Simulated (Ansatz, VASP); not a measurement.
**Pt: VASP beside Ansatz**

```xyz
1
Lattice="-0.0294 1.9432 1.9432 1.9432 -0.0294 1.9432 1.9432 1.9432 -0.0294" Properties=species:S:1:pos:R:3 pbc="T T T"
Pt    0.0000    0.0000    0.0000
```

Change from the starting cell: equal xy, yz and zx shear strains of -1.5 %, PAW files.

Alike in both runs: task electric field gradients; functional PBE; k mesh 18 × 18 × 18; occupations fermi-dirac, width 0.03 eV; no spin polarisation.

|  | VASP | Ansatz |
| --- | --- | --- |
| version | VASP 6.6.1 | Ansatz 0.2.0 |
| potentials or method | VASP PAW PBE potentials, release 64 (Pt) | PAW with Ansatz's default frozen-core files, scalar-relativistic |
| plane-wave cutoff (eV) | 520 | 420 |
| valence electrons in the cell | 10 | 18 |

|  | VASP | Ansatz | Ansatz less VASP |
| --- | --- | --- | --- |
| pressure (GPa) | 11.1 | 11.6 | +0.55 |
| largest component of the traceless stress (GPa) | 1.18 | 1.18 | -0.008 |
| Vzz of the field gradient on the site that differs most (V/Å²) | -4.2 | 12.0 | +16.17 |

The two sets of potentials don't hold the same shells in valence. Ansatz warned: «gradients_without_spin_orbit».

The runs have no spin-orbit coupling, so splittings on Pt are missing.
